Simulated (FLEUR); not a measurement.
# SnSe2 under changes of volume

One of the cells (25.726 Å³/atom); the others are scaled copies at fixed shape and fractional positions:

```xyz
3
Lattice="3.8110 0.0000 0.0000 -1.9055 3.3004 0.0000 0.0000 0.0000 6.1360" Properties=species:S:1:pos:R:3 pbc="T T T"
Sn    0.0000    0.0000    0.0000
Se    1.9055    1.1001    4.6081
Se    0.0000    2.2003    1.5279
```

- Program: FLEUR MaX-R8.1 (later development tree)
- Functional: PW91
- Potentials or basis: all-electron
- Basis: FLAPW
- Kmax: 4.43 1/bohr
- k mesh: 8 × 8 × 5
- Occupations: fermi-dirac, width 0.05 eV
- Spin: no spin polarisation

```tsv
volume (Å³/atom)	energy over the lowest point (meV/atom)	gap on the mesh (eV)
24.182	110.71	0.87
24.697	78.00	0.85
25.726	31.49	0.79
26.755	?	?
27.270	0.00	0.71
```

Problem. What does the run at 26.755 Å³/atom give?

Solution. Energy over the lowest point 6.06 meV/atom; gap on the mesh 0.74 eV.

Worked out: A Birch-Murnaghan fit of order 2 (a polynomial in V^(-2/3)) to the other rows has its minimum at 27.80 Å³/atom, just outside them, with B0 = V·E''(V) = 61 GPa at fixed shape and positions, which overstates the stiffness. It gives 5.98 meV/atom at 26.755 Å³/atom, against the run's 6.06. A straight line through the other rows of the gap, of slope -1.36 eV per unit of ln V, gives 0.74 eV, against the run's 0.74.

Energies are extrapolated to zero smearing.

Caveats: spin-orbit coupling is left out, which moves the levels of the heavy elements; an odd mesh through Γ misses points on the zone boundary, where band edges often lie; this functional lacks dispersion, which binds the layers, so the pressure and a relaxed spacing across them are unreliable.
